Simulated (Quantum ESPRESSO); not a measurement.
**NiO in Quantum ESPRESSO: the effect of target pressure**

The system is NiO.

```
CELL_PARAMETERS angstrom
0.00000 2.09131 2.09131
2.09131 0.00000 2.09131
2.09131 2.09131 0.00000
ATOMIC_POSITIONS crystal
Ni 0.00000 0.00000 0.00000
O 0.50000 0.50000 0.50000
```

Alike in all runs:

- Program: Quantum ESPRESSO 7.5
- Task: phonons
- Functional: LDA
- Potentials or basis: PseudoDojo 0.4.1 SR LDA standard
- Cutoff: 1333 eV
- Density cutoff: 5333 eV
- k mesh: 4 × 4 × 4, shifted
- Occupations: fermi-dirac, width 0.05 eV
- Spin: collinear spin, ferromagnetic start
- Starting moments: [1.0, 0.0] μB

Each run relaxes the cell or the atoms first.

| target pressure | relaxed volume (Å³/atom) | highest phonon frequency (cm⁻¹) |
| --- | --- | --- |
| 0 GPa | ? | ? |
| 5 GPa | 8.12 | 377 |
| 10 GPa | 7.98 | 398 |
| 20 GPa | 7.74 | 438 |

**Question.** What does the run with target pressure 0 GPa give?

**Answer.** Relaxed volume 8.27 Å³/atom; highest phonon frequency 353 cm⁻¹.

Worked out: A straight line through the other rows of the relaxed volume, of slope -0.0251 Å³/atom per GPa, extrapolates to 8.24 Å³/atom, against the run's 8.27. A straight line through the other rows of the highest phonon frequency, of slope 4.06 cm⁻¹ per GPa, extrapolates to 357 cm⁻¹, against the run's 353.

Caveats: all runs use coarse meshes; the mesh is thin for the phonons of a metal; a cell with one magnetic atom can't hold antiferromagnetic order, which such compounds often take; the cell is more than 3 GPa from zero pressure, which shifts response properties (some runs); the volume moved by over 15 % at a fixed basis, so the end points are rough (some runs).
